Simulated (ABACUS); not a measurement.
MgO:

```
Mg O
1.0
     0.00000    2.09700    2.09700
     2.09700    0.00000    2.09700
     2.09700    2.09700    0.00000
Mg O
1 1
Direct
  0.00000 0.00000 0.00000
  0.50000 0.50000 0.50000
```

The cell is a database's computed one.

Base run:

| Item | Value |
| --- | --- |
| Program | ABACUS 3.10.1 |
| Functional | PBE |
| Potentials or basis | PseudoDojo NC SR 0.4.1 PBE standard |
| Cutoff | 1361 eV |
| Density cutoff | 5442 eV |
| Basis | DZP LCAO (the cutoffs set its grid) |
| k mesh | 10 × 10 × 10 |
| Occupations | fermi-dirac, width 0.05 eV |
| Spin | no spin polarisation |

Its results: band gap on the k mesh 4.86 eV, direct; pressure 7.7 GPa.

Task: The run is repeated on the same cell with these changes: functional from PBE to BLYP; potentials or basis from PseudoDojo NC SR 0.4.1 PBE standard to SPMS ONCV 1.0 PBE. What comes out?

Result: Band gap on the k mesh 5.04 eV, direct; pressure 10.0 GPa.

Caveats: the atomic orbitals were generated for these runs and aren't a published set; the basis of atomic orbitals isn't converged, which shifts pressures, moduli and gaps; the potentials were made for another functional, which shifts forces and pressure (some runs).

A k mesh can miss the band edges.

Not every run made on this cell is shown here.
